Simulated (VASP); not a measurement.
Al:

```
Al
1.0
     0.00000    2.02481    2.02481
     2.02481    0.00000    2.02481
     2.02481    2.02481    0.00000
Al
1
Direct
  0.00000 0.00000 0.00000
```

| Item | Value |
| --- | --- |
| Program | VASP 6.6.1 |
| Task | relaxation of cell and atoms |
| Functional | PBEsol |
| Potentials or basis | VASP PAW PBE potentials, release 64 (Al) |
| Cutoff | 600 eV |
| k mesh | 11 × 11 × 11 |
| Occupations | fermi-dirac, width 0.05 eV |
| Spin | no spin polarisation |

At the start: pressure -1.9 GPa; volume 16.60 Å³/atom.

How do energy, volume and symmetry change on relaxing?

Over 3 steps the energy falls by 2.3 meV/atom and the volume is 16.22 Å³/atom (-2.3 %); space group Fm-3m (No. 225, to 0.05 Å).

Step by step:
| step | energy change (eV) | largest force (eV/Å) | pressure (GPa) | volume (Å³) |
| --- | --- | --- | --- | --- |
| 1 | 0.0000 | 0.0000 | -1.87 | 16.60 |
| 2 | -0.0022 | 0.0000 | 0.39 | 16.14 |
| 3 | -0.0023 | 0.0000 | 0.00 | 16.22 |

Final structure:
```
Al
1.0
     0.00000    2.00892    2.00892
     2.00892    0.00000    2.00892
     2.00892    2.00892    0.00000
Al
1
Direct
  0.00000 0.00000 0.00000
```

The cell as given is a measured one (16.60 Å³/atom); PBEsol puts the equilibrium volume -2.3 % from it, thermal expansion not counted.

Caveat: the PAW data sets were made with another functional, which shifts forces and pressure a little.
